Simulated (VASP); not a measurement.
# W in VASP: work function with PBE

Aim: the work function of W with PBE.

All numbers are computed with VASP 6.6.1; they aren't measurements. Logs are shortened: lines on timing, memory, paths and dates and some standing lists are left out, and cuts for length are marked.

### Step 1. The slab as given

The cell holds a slab with vacuum, 3 atoms: a = 2.866 Å, b = 2.866 Å, c = 24.187 Å, α = 90.00°, β = 90.00°, γ = 109.47°.

The cell was built by a generator and needn't be a form met in nature.

### Step 2. Work function, PBE

INCAR

```
SYSTEM = W
ALGO     = Normal         ! electronic algorithm
DIPOL    = 0.5 0.5 0.500
EDIFF    = 1E-6           ! SCF threshold, eV
ENCUT    = 520            ! plane-wave cutoff, eV
GGA      = PE             ! functional
IDIPOL   = 3            
ISIF     = 2              ! what is computed and relaxed
ISMEAR   = 1              ! smearing method
LASPH    = .True.         ! aspherical terms in the spheres
LCHARG   = .True.         ! write CHGCAR
LDIPOL   = .True.       
LELF     = .True.         ! ELF
LREAL    = .False.        ! projectors in reciprocal space
LVACPOTAV= .True.       
LVHAR    = .True.       
LWAVE    = .False.        ! write WAVECAR
NELM     = 60             ! most SCF steps
PREC     = Accurate       ! precision mode
SIGMA    = 0.1            ! smearing width, eV
```

KPOINTS

```
k-points
0
Gamma
  12 12 1
  0 0 0
```

POSCAR

```
W                                       
1.0
    2.8655568500      0.0000000000      0.0000000000
   -0.9551856200      2.7016728600      0.0000000000
    0.0000000000      0.0000000000     24.1867782300
  W             
     3
Direct
     0.0000000000000000    0.0000000000000000    0.4131681773533857
     0.5000000000000000    0.5000000000000000    0.5000000000000000
     0.0000000000000000    0.0000000000000000    0.5868318226466143
```

Potentials or basis: VASP PAW PBE potentials, release 64 (W_sv).

On the command line:

```sh
cat potpaw_PBE.64/W_sv/POTCAR > POTCAR
mpirun -np 1 vasp_std > vasp.out
```

OUTCAR:

```text
SYSTEM = W
   EDIFF = 1E-6
   ENCUT = 520
   GGA = PE
   ISIF = 2
   ISMEAR = 1
   LASPH = .True.
   LREAL = .False.
   NELM = 60
   PREC = Accurate

 ion  position               nearest neighbor table
   1  0.000  0.000  0.413-   2 2.67   2 2.67   2 3.14   2 3.14
   2  0.500  0.500  0.500-   1 2.67   3 2.67   1 2.67   3 2.67   1 3.14   3 3.14   1 3.14   3 3.14

   3  0.000  0.000  0.587-   2 2.67   2 2.67   2 3.14   2 3.14

  LATTYP: Found a base centered orthorhombic cell.
 ALAT       =     3.3088599969
 B/A-ratio  =     1.4142135723
 C/A-ratio  =     7.3097013028

  Lattice vectors:

 A1 = (   2.8655568500,   0.0000000000,   0.0000000000)
 A2 = (  -0.9551856200,   2.7016728600,   0.0000000000)
 A3 = (   0.0000000000,   0.0000000000,  24.1867782300)

Analysis of symmetry for initial positions (statically):
=====================================================================
 Subroutine PRICEL returns:
 Original cell was already a primitive cell.

 Routine SETGRP: Setting up the symmetry group for a
 base centered orthorhombic supercell.

 Subroutine GETGRP returns: Found  8 space group operations
 (whereof  8 operations were pure point group operations)
 out of a pool of  8 trial point group operations.

The static configuration has the point symmetry D_2h.

Analysis of symmetry for dynamics (positions and initial velocities):
=====================================================================
 Subroutine PRICEL returns:
 Original cell was already a primitive cell.

 Routine SETGRP: Setting up the symmetry group for a
 base centered orthorhombic supercell.

 Subroutine GETGRP returns: Found  8 space group operations
 (whereof  8 operations were pure point group operations)
 out of a pool of  8 trial point group operations.

The dynamic configuration has the point symmetry D_2h.

 Subroutine INISYM returns: Found  8 space group operations
 (whereof  8 operations are pure point group operations),
 and found     1 'primitive' translations

----------------------------------------------------------------------------------------

                                     Primitive cell

  volume of cell :     187.2491

  direct lattice vectors                    reciprocal lattice vectors
     2.865556850  0.000000000  0.000000000     0.348972312  0.123380347  0.000000000
    -0.955185620  2.701672860  0.000000000     0.000000000  0.370141039  0.000000000
[... 90 lines left out ...]
   NSW    =      0    number of steps for IOM
   IBRION =     -1    ionic relax: 0-MD 1-quasi-New 2-CG
   NFREE  =      0    steps in history (QN), initial steepest desc. (CG)
   ISIF   =      2    stress and relaxation
   ISYM   =      2    0-nonsym 1-usesym 2-fastsym
   POTIM  = 0.5000    time-step for ionic-motion
   TEBEG  =    0.0;   TEEND  =   0.0 temperature during run
   PSTRESS=    0.0 pullay stress
   NELECT =      42.0000    total number of electrons
   NUPDOWN=      -1.0000    fix difference up-down
   EMIN   =  10.00;   EMAX   =-10.00  energy-range for DOS
   EFERMI =   0.00;   METHOD = LEGACY
   ISMEAR =     1;   SIGMA  =   0.10  broadening in eV -4-tet -1-fermi 0-gaus
   EFERMI_NEDOS =   21; number of points for ismear=-14 and -15
   IALGO  =     38    algorithm
   IMIX   =      4    mixing-type and parameters
     AMIX     =   0.40;   BMIX     =  1.00
     AMIX_MAG =   1.60;   BMIX_MAG =  1.00
  volume/ion in A,a.u.               =      62.42       421.21
  Fermi-wavevector in a.u.,A,eV,Ry     =   0.994683  1.879678 13.461524  0.989394
  Thomas-Fermi vector in A             =   2.126651
   LORBIT       =      0    0 simple, 1 ext, 2 COOP (PROOUT), +10 PAW based schemes
   GGA     = PE    functional components
   LHFCALC =     F    Hartree Fock is set to
   AEXX    =    0.0000 exact exchange contribution
   IVDW    =     0    specifies the selected vdW correction
   LEPSILON=     F    determine dielectric tensor
   LRPA    =     F    only Hartree local field effects (RPA)
 non-spin polarized calculation
 Methfessel and Paxton  Order N= 1 SIGMA  =   0.10
  energy-cutoff  :      520.00
  volume of cell :      187.25
 maximum number of plane-waves:      5078
 NGX is ok and might be reduce to    24
   NGX = 11   NGY = 11   NGZ = 89

 number of electron      42.0000001 magnetization

 dipolmoment           0.000000      0.000000      0.000000 electrons x Angstroem

 Free energy of the ion-electron system (eV)
  ---------------------------------------------------
  ext. energy  EPLUGINS =         0.00000000
  ---------------------------------------------------
  free energy    TOTEN  =       -35.39545872 eV

  energy without entropy =      -35.39786882  energy(sigma->0) =      -35.39626208

 E-fermi :  -0.5791     XC(G=0):  -4.4537

 val. band max:       -0.5931071998   @ k =  -0.2500   0.2500   0.0000
 cond. band min:      -0.4911592852   @ k =   0.2500   0.1667   0.0000
 fundamental gap:      0.1019479145
 Fermi energy:        -0.5790688523

 k-point     1 :       0.0000    0.0000    0.0000
  band No.  band energies     occupation
      1     -74.7184      2.00000
      2     -74.5918      2.00000
      3     -74.5611      2.00000
      4     -39.3946      2.00000
      5     -38.9288      2.00000
      6     -38.8134      2.00000
[... 661 lines left out ...]
     24       1.2467     -0.00000
     25       1.5001      0.00000

 [... further k-points ...]

------------------------ aborting loop because EDIFF is reached ----------------------------------------

  FORCE on cell =-STRESS in cart. coord.  units (eV):
  Direction    XX          YY          ZZ          XY          YZ          ZX
  --------------------------------------------------------------------------------------
  -------------------------------------------------------------------------------------
  Total       -8.3535784     -8.8168747     -0.0687484     -0.6552004      0.0000000      0.0000000
  in kB      -71.4765071    -75.4406531     -0.5882382     -5.6061526      0.0000000      0.0000000
  external PRESSURE =     -49.1684661 kB  Pullay stress =       0.0000000 kB

 VOLUME and BASIS-vectors are now :
 -----------------------------------------------------------------------------
  energy-cutoff  :      520.00
  volume of cell :      187.25
      direct lattice vectors                 reciprocal lattice vectors
     2.865556850  0.000000000  0.000000000     0.348972312  0.123380347  0.000000000
    -0.955185620  2.701672860  0.000000000     0.000000000  0.370141039  0.000000000
     0.000000000  0.000000000 24.186778230     0.000000000  0.000000000  0.041344903

 POSITION                                       TOTAL-FORCE (eV/Angst)
 -----------------------------------------------------------------------------------
      0.00000      0.00000      9.99321        -0.000000      0.000000      0.008647
      0.95519      1.35084     12.09339        -0.000000      0.000000      0.000000
      0.00000      0.00000     14.19357         0.000000      0.000000     -0.008647
 -----------------------------------------------------------------------------------
    total drift:                               -0.000000      0.000000     -0.000000

  FREE ENERGIE OF THE ION-ELECTRON SYSTEM (eV)
  ---------------------------------------------------
  free  energy   TOTEN  =       -35.3954587152 eV

  energy  without entropy=      -35.3978688219  energy(sigma->0) =      -35.39626208

 vacuum level on the upper side and lower side of the slab         4.182         4.182
```

OSZICAR:

```text
N       E                     dE             d eps       ncg     rms          rms(c)
DAV:   1     0.399934283723E+03    0.39993E+03   -0.27022E+04  2894   0.150E+03
DAV:   2    -0.223116280505E+02   -0.42225E+03   -0.41903E+03  2627   0.424E+02
DAV:   3    -0.372035769727E+02   -0.14892E+02   -0.14532E+02  2675   0.812E+01
[... 13 lines left out ...]
DAV:  17    -0.353954272585E+02   -0.49436E-04   -0.32059E-06  1755   0.859E-03    0.146E-03
DAV:  18    -0.353954459878E+02   -0.18729E-04   -0.10197E-06  1599   0.746E-03    0.163E-03
DAV:  19    -0.353954547124E+02   -0.87246E-05   -0.31085E-07  1424   0.263E-03    0.918E-04
DAV:  20    -0.353954577722E+02   -0.30598E-05   -0.79767E-08  1358   0.152E-03    0.269E-04
DAV:  21    -0.353954587152E+02   -0.94301E-06   -0.38140E-08  1234   0.783E-04
   1 F= -.35395459E+02 E0= -.35396262E+02  d E =0.241011E-02
```

stdout:

```text
POSCAR found type information on POSCAR W
 POSCAR found :  1 types and       3 ions
 scaLAPACK will be used
 LDA part: xc-table for (Slater+PW92), standard interpolation
 POSCAR, INCAR and KPOINTS ok, starting setup
 FFT: planning ... GRIDC
 FFT: planning ... GRID_SOFT
 FFT: planning ... GRID
 WAVECAR not read
 entering main loop
 -----------------------------------------------------------------------------
|                                                                             |
|           W    W    AA    RRRRR   N    N  II  N    N   GGGG   !!!           |
|           W    W   A  A   R    R  NN   N  II  NN   N  G    G  !!!           |
|           W    W  A    A  R    R  N N  N  II  N N  N  G       !!!           |
|           W WW W  AAAAAA  RRRRR   N  N N  II  N  N N  G  GGG   !            |
|           WW  WW  A    A  R   R   N   NN  II  N   NN  G    G                |
|           W    W  A    A  R    R  N    N  II  N    N   GGGG   !!!           |
|                                                                             |
|     Did not find any points to average over, which means that no vacuum     |
|     field-free region was found. Please increase the size of  your cell     |
|     in the dimension of the dipole correction to obtain accurate            |
|     workfunction values.                                                    |
|                                                                             |
 -----------------------------------------------------------------------------
```

It took 4.1 min on 1 thread of AMD EPYC 7R13 (Zen 3), shared host; peak memory 0.35 GiB.

What came out:

- Free energy: -35.3955 eV
- Largest force: 0.009 eV/Å
- Band gap on the k mesh: none (metal or under the smearing width)
- Work function of the upper face: 4.76 eV
- Work function of the lower face: 4.76 eV

Forces in eV/Å, atoms in the order of the input:
```
W    0.000  0.000  0.009
W    0.000  0.000  0.000
W    0.000  0.000 -0.009
```

Levels at points of the mesh, in eV from the Fermi level:
```tsv
k point	band 18	band 19	band 20	band 21	band 22	band 23	band 24	band 25
(0.00, 0.00, 0.00)	-1.13	-1.08	-0.83	-0.76	-0.39	1.20	1.65	1.88
(0.50, 0.00, 0.00)	-2.16	-1.53	-0.12	1.17	1.47	1.74	1.88	2.11
(0.50, 0.50, 0.00)	-2.75	-0.13	0.48	0.71	1.86	2.16	3.04	3.73
```

The run has no spin-orbit coupling, so splittings on W are missing.
